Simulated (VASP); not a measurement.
Set up this calculation in VASP 6.6.1, as the native input.

```yaml
Task: single point
Functional: r2SCAN
Potentials_or_basis: VASP PAW PBE potentials, release 64 (Pt)
Cutoff: 520 eV
k_mesh: 16 × 16 × 16
Occupations: gaussian, width 0.1 eV
Spin: no spin polarisation
Dipole_correction: no
Further_INCAR_settings: ALGO = Normal; EDIFF = 1e-06; NBANDS = 17
```

The system is Pt.

```
CELL_PARAMETERS angstrom
0.00000 2.85993 2.85993
2.85993 0.00000 2.85993
2.85993 2.85993 0.00000
ATOMIC_POSITIONS crystal
Pt 0.00000 0.00000 0.00000
Pt 0.25000 0.25000 0.25000
```

The cell was built by a generator and needn't be a form met in nature.

These files were run (other wordings do the same):

POSCAR

```
Pt
1.0
    0.0000000000      2.8599301052      2.8599301052
    2.8599301052      0.0000000000      2.8599301052
    2.8599301052      2.8599301052      0.0000000000
Pt
2
Direct
    0.0000000000      0.0000000000      0.0000000000
    0.2500000000      0.2500000000      0.2500000000
```

INCAR.step1

```
SYSTEM = Pt
ALGO = Normal ; EDIFF = 1E-4
ENCUT = 520 ; GGA = PE
ISMEAR = 0 ; LASPH = .TRUE.
LCHARG = .FALSE. ; LREAL = .FALSE.
LWAVE = .TRUE. ; NBANDS = 17
NELM = 100 ; PREC = Accurate
SIGMA = 0.1
```

INCAR.step2

```
SYSTEM = Pt
ALGO = Normal ; EDIFF = 1E-6
ENCUT = 520 ; ISIF = 2
ISMEAR = 0 ; ISTART = 1
LASPH = .TRUE. ; LCHARG = .FALSE.
LMIXTAU = .TRUE. ; LREAL = .FALSE.
LWAVE = .FALSE. ; METAGGA = R2SCAN
NBANDS = 17 ; NELM = 100
PREC = Accurate ; SIGMA = 0.1
```

KPOINTS

```
k-points
0
G
  16 16 16
  0 0 0
```

Potentials or basis: VASP PAW PBE potentials, release 64 (Pt).

Command:

```sh
$ cat potpaw_PBE.64/Pt/POTCAR > POTCAR
$ cp INCAR.step1 INCAR
$ mpirun -np 1 vasp_std > vasp.out
$ cp INCAR.step2 INCAR
$ mpirun -np 1 vasp_std > vasp.out
```

Results of the run:

The pressure is 0.0 GPa and the band gap on the k mesh is none (metal or under the smearing width).

Caveat: the PAW data sets were made with another functional, which shifts forces and pressure a little.

It took 5.5 min on 1 thread of Intel(R) Xeon(R) Platinum 8488C (Sapphire Rapids), with other jobs on the host, peak memory 0.24 GiB.
